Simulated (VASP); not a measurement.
Here is a VASP 6.6.1 calculation.

Contents of POSCAR:

```
Hg
1.0
    3.0131032964      0.0000000000      0.0000000000
    0.0000000000      3.0131032964      0.0000000000
    0.0000000000      0.0000000000      3.0131032964
Hg
1
Direct
    0.0000000000      0.0000000000      0.0000000000
```

Contents of INCAR.step1:

```
SYSTEM = Hg
PREC = Accurate ; ENCUT = 520
ISMEAR = 0 ; SIGMA = 0.1
LREAL = .FALSE. ; LASPH = .TRUE.
NELM = 100 ; NBANDS = 12
GGA = PE ; ALGO = Normal
EDIFF = 1E-4 ; LWAVE = .TRUE.
LCHARG = .FALSE.
```

Contents of INCAR.step2:

```
SYSTEM = Hg
PREC = Accurate ; ENCUT = 520
EDIFF = 1E-6 ; ISMEAR = 0
SIGMA = 0.1 ; LREAL = .FALSE.
LASPH = .TRUE. ; NELM = 100
ALGO = Normal ; ISIF = 2
LWAVE = .FALSE. ; LCHARG = .FALSE.
METAGGA = R2SCAN ; LMIXTAU = .TRUE.
NBANDS = 12 ; ISTART = 1
```

File KPOINTS:

```
regular mesh
0
G
  18 18 18
  0 0 0
```

Potentials or basis: VASP PAW PBE potentials, release 64 (Hg).

Command:

```bash
$ cat potpaw_PBE.64/Hg/POTCAR > POTCAR
$ cp INCAR.step1 INCAR
$ mpirun -np 1 vasp_std > vasp.out
$ cp INCAR.step2 INCAR
$ mpirun -np 1 vasp_std > vasp.out
```

Problem. What does it give for the band gap on the k mesh?

Solution. None (metal or under the smearing width).

Problem. Estimate the pressure.

Solution. 0.3 GPa.

Caveat: the PAW data sets were made with another functional, which shifts forces and pressure a little. Spin-orbit coupling is left out, which matters for the levels of Hg.
